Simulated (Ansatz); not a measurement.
# WS2: stress in a strained cell

WS2 is deformed so: zz strain of +1 %. What stress and forces result, by LAPW, PAW and all-electron datasets made for the crystal?

Method: DFT PBE, scalar-relativistic, in Ansatz 0.2.0.

**1. Starting point**

Symmetry: R3m, No. 160, trigonal system. Conventional cell: a = 3.158 Å, b = 3.158 Å, c = 18.490 Å, α = 90.00°, β = 90.00°, γ = 120.00°. W (site symmetry 3m) is surrounded by 6 S at 2.39 to 2.42 Å. S (site symmetry 3m) has 3 W at 2.39 Å as nearest neighbours. S (site symmetry 3m) has 3 W at 2.42 Å as nearest neighbours.

As a file:

```cif
data_structure
_symmetry_space_group_name_H-M 'R3m:H'
_symmetry_Int_Tables_number 160
_cell_length_a 3.1580
_cell_length_b 3.1580
_cell_length_c 18.4900
_cell_angle_alpha 90.000
_cell_angle_beta 90.000
_cell_angle_gamma 120.000
_cell_volume 159.70
loop_
_atom_site_label
_atom_site_type_symbol
_atom_site_symmetry_multiplicity
_atom_site_Wyckoff_symbol
_atom_site_fract_x
_atom_site_fract_y
_atom_site_fract_z
_atom_site_occupancy
W1 W 3 a 0.00000 0.00000 0.00000 1
S1 S 3 a 0.66667 0.33333 0.08363 1
S2 S 3 a 0.33333 0.66667 0.24767 1
```

The file gives the conventional cell by its symmetry; the runs use the cell typed in the input.

Atoms are numbered in the order of the input: W1, S2, S3.

**2. After the deformation**

Space group R3m before, R3m after.

**3. LAPW, all electrons**

The input, input.yaml:

```yaml
crystal:
  lattice:
    - [1.5790003843, 0.9116362969, 6.2249633]
    - [-1.5790003843, 0.9116362969, 6.2249633]
    - [0.0, -1.8232725938, 6.2249633]
  atoms:
    - { symbol: W, position: [0.0, 0.0, 0.0] }
    - { symbol: S, position: [0.7503, 0.7503, 0.7503] }
    - { symbol: S, position: [0.581, 0.581, 0.581] }
kpoints:
  mp_grid: { grid: [13, 13, 13] }
  band_path:
    path:
      - [0.0, 0.0, 0.0]
      - [0.5, 0.5, 0.5]
      - [0.8190352321, 0.1809647679, 0.5]
      - [0.5, -0.1809647679, 0.1809647679]
      - [0.5, 0.0, 0.0]
      - [0.0, 0.0, 0.0]
      - [0.3404823839, -0.3404823839, 0.0]
      - [0.6595176161, 0.0, 0.3404823839]
      - [0.5, 0.0, 0.5]
    npoints: 5
scf:
  occupations: { method: fermi_dirac, width: 0.08 }
hamiltonian:
  xc: pbe
  pseudopotentials: { kind: all_electron, lapw: { basis_error: 0.0005 } }
output:
  forces: true
  stress: true
  eigenvalues: true
```

Command:

```console
ansatz run input.yaml --threads 1 --pin off --max-ram 4096MiB --backend cpu --events-out ev --progress --plain --runs-dir out
```

**4. PAW with frozen cores**

The input, input.yaml:

```yaml
crystal:
  lattice:
    - [1.5790003843, 0.9116362969, 6.2249633]
    - [-1.5790003843, 0.9116362969, 6.2249633]
    - [0.0, -1.8232725938, 6.2249633]
  atoms:
    - { symbol: W, position: [0.0, 0.0, 0.0] }
    - { symbol: S, position: [0.7503, 0.7503, 0.7503] }
    - { symbol: S, position: [0.581, 0.581, 0.581] }
kpoints:
  mp_grid: { grid: [13, 13, 13] }
scf:
  occupations: { method: fermi_dirac, width: 0.08 }
hamiltonian:
  xc: pbe
  pseudopotentials: { kind: paw }
output:
  forces: true
  stress: true
  eigenvalues: true
  efg: { contact_densities: true }
  write_density: true
  write_potential: true
  elf: true
  volumetric_format: npy
```

**5. Datasets made for this crystal**

Edit input.yaml of step 4 so:

```diff
@@ -15,3 +15,3 @@
   xc: pbe
-  pseudopotentials: { kind: paw }
+  pseudopotentials: { kind: all_electron, datasets: crystal }
 output:
@@ -21,5 +21 @@
   efg: { contact_densities: true }
-  write_density: true
-  write_potential: true
-  elf: true
-  volumetric_format: npy
```

(Steps that only read results are left out.)

Q: Predict the outcome of this session. Wanted: pressure; largest shear or deviatoric stress.

The runs gave:

| quantity | value |
| --- | --- |
| pressure | LAPW 2.84, PAW 2.78, crystal datasets 2.83 GPa |
| largest shear or deviatoric stress (LAPW) | 0.97 GPa |

In words: The largest part of the stress beyond the pressure is 0.97 GPa in size, in the zz component; the atoms are carried along and not relaxed. No run of the undeformed cell stands beside it, so the pressure holds what the given cell had before the change. PAW: stress within 0.06 GPa of LAPW, forces within 4 meV/Å. Crystal datasets: stress within 0.01 GPa of LAPW, forces within 1 meV/Å. Spin-orbit coupling is left out, though the cell holds W; in elements this heavy it can shift bands and gaps by tenths of an eV.
